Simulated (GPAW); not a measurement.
A run of GPAW 26.7.0:

run.py

```python
import numpy as np
from ase.dft.bandgap import bandgap
from ase.io import read, write
from ase.units import GPa
from gpaw import GPAW, PW, setup_paths
from gpaw.spinorbit import soc_eigenstates

setup_paths.insert(0, '.')

atoms = read('Ge.xyz')

calc = GPAW(mode=PW(600),
            xc='GGA_X_PBEINT+GGA_C_PBEINT',
            kpts={'size': (8, 8, 8), 'gamma': True},
            occupations={'name': 'fermi-dirac', 'width': 0.05},
            nbands=11,
            convergence={'density': 1e-05, 'energy': 1e-05},
            maxiter=150,
            txt='gpaw.txt')
atoms.calc = calc
energy = atoms.get_potential_energy()
forces = atoms.get_forces()
stress = atoms.get_stress()
calc.write('gs.gpw')
write('result.traj', atoms)
print(f'Energy: {energy:.6f} eV')
print('Forces (eV/A):')
print(forces.round(4))
print('Stress (GPa):', (stress / GPa).round(3))
print('Fermi level:', round(calc.get_fermi_level(), 4), 'eV')
print(f'Gap: {bandgap(calc)[0]:.4f} eV, direct: {bandgap(calc, direct=True)[0]:.4f} eV')

path = atoms.cell.bandpath('GXWKGLUWLK,UX', npoints=100, eps=1e-4)
bs_calc = calc.fixed_density(kpts=path, symmetry='off', nbands=21,
                             convergence={'bands': 'CBM+6.0', 'eigenstates': 1e-6}, txt='bands.txt')
bs = bs_calc.band_structure()
bs.write('bs.json')
print(f'Gap on the path: {bandgap(bs_calc)[0]:.4f} eV')

soc = soc_eigenstates(bs_calc, theta=90, phi=45)
np.savetxt('soc_bands.dat', soc.eigenvalues(), fmt='%.4f')
mesh = soc_eigenstates('gs.gpw', theta=90, phi=45)
np.savetxt('soc_mesh.dat', mesh.eigenvalues(), fmt='%.4f')
print('Fermi level with spin-orbit coupling:', round(mesh.fermi_level, 4), 'eV')
```

Ge.xyz

```xyz
2
Lattice="0.0000000000 2.8289100000 2.8289100000 2.8289100000 0.0000000000 2.8289100000 2.8289100000 2.8289100000 0.0000000000" Properties=species:S:1:pos:R:3 pbc="T T T"
Ge     4.2433650000      4.2433650000      4.2433650000
Ge     2.8289100000      2.8289100000      2.8289100000
```

Potentials or basis: PAW data sets generated in the run's folder for this functional, pw.

The run is started by

```bash
$ gpaw-setup -f GGA_X_PBEINT+GGA_C_PBEINT Ge
$ OMP_NUM_THREADS=1 python run.py
```

Hardware: 1 thread of Arm Neoverse V2, with other jobs on the host.

Q: Estimate the wall time of this run.

A: It took 29 s on 1 thread of Arm Neoverse V2, on a shared host, peak memory 0.26 GiB. Counts: scf iterations 13, plane waves 1540, bands 11, k points 29.
